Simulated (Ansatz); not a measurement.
We consider zinc-blende AlSb, described by r²SCAN+SOC (plane waves, PAW; Ansatz, an electronic-structure program).

Run with plane-wave cutoff 560 eV, 10×10×10 k mesh, Fermi–Dirac smearing 0.01 eV, PAW data made under PBE.

Results at a series of volumes:

| V (Å³/atom) | E − E_lowest (meV/atom) | P (GPa) |
|---|---|---|
| 27.689 | 20.56 | 3.94 |
| 28.278 | 8.80 | 2.48 |
| 28.867 | 2.12 | 1.18 |
| 29.456 | 0.00 | 0.00 |
| 30.045 | 1.97 | -1.05 |
| 30.634 | 7.61 | -2.00 |
| 31.224 | 16.55 | -2.85 |

Q: What bulk modulus B0 and pressure derivative B′ does a third-order Birch–Murnaghan fit give?

A: V0 = 29.457 Å³/atom, B0 = 55.6 GPa, B′ = 4.4 (fit to the energies at full precision).

Measured, for comparison: bulk modulus 58.2 GPa (temperature not stated, not corrected to a static lattice; as tabulated in Toher et al. (2017), arXiv:1611.05714); equilibrium volume per atom 28.77 Å³/atom (low temperature, thermal expansion removed or low-temperature value; zero-point expansion not removed; as tabulated in Zhang et al. (2018), doi:10.1088/1367-2630/aac7f0). Computed less measured: bulk modulus -4.5 %, equilibrium volume per atom +2.4 %.
